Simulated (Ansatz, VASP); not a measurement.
## RbBr: VASP beside Ansatz

Contents of INCAR:

```
PREC = Accurate
ENCUT = 520
EDIFF = 1E-6
ISMEAR = -1
SIGMA = 0.02
LREAL = False
LASPH = True
NELM = 100
ALGO = Normal
ISIF = 2
LWAVE = False
LCHARG = False
GGA = PE
NBANDS = 15
```

KPOINTS

```
Automatic mesh
0
Gamma
  6 6 6
```

POSCAR

```
RbBr
1.0
    0.0000000000      3.3358902689      3.4904613031
    3.3358902689      0.0000000000      3.4904613031
    3.3358902689      3.3358902689      0.0000000000
Rb Br
1 1
Direct
    0.0000000000      0.0000000000      0.0000000000
    0.5000000000      0.5000000000      0.5000000000
```

Input for Ansatz:

```yaml
crystal:
  lattice:
    - [0.0, 3.3358902689, 3.4904613031]
    - [3.3358902689, 0.0, 3.4904613031]
    - [3.3358902689, 3.3358902689, 0.0]
  atoms:
    - { symbol: Rb, position: [0.0, 0.0, 0.0] }
    - { symbol: Br, position: [0.5, 0.5, 0.5] }
kpoints:
  mp_grid: { grid: [6, 6, 6] }
  band_path:
    path:
      - [0.0, 0.0, 0.0]
      - [0.5, 0.0, 0.5]
      - [0.625, 0.25, 0.625]
      - [0.375, 0.375, 0.75]
      - [0.5, 0.5, 0.5]
      - [0.5, 0.25, 0.75]
    npoints: 1
hamiltonian:
  xc: pbe
scf:
  occupations: { method: fermi_dirac, width: 0.02 }
  n_extra_bands: 4
output:
  forces: true
  stress: true
  eigenvalues: true
```

Change from the starting cell: epitaxial_xy strain -3.6%.

Alike in both runs: task single point; functional PBE; k mesh 6 × 6 × 6; occupations fermi-dirac, width 0.02 eV; no spin polarisation.

|  | VASP | Ansatz |
| --- | --- | --- |
| version | VASP 6.6.1 | Ansatz 0.2.0 |
| potentials or method | VASP PAW PBE potentials, release 64 (Rb_sv, Br) | plane waves, PAW |
| plane-wave cutoff (eV) | 520 | 420 |
| valence electrons in the cell | 16 | 16 |

|  | VASP | Ansatz | Ansatz less VASP |
| --- | --- | --- | --- |
| gap on the k mesh at the Fermi level (eV) | 4.43 | 4.43 | +0.003 |
| pressure (GPa) | 1.8 | 1.7 | -0.03 |
| largest component of the traceless stress (GPa) | 1.13 | 1.12 | -0.013 |
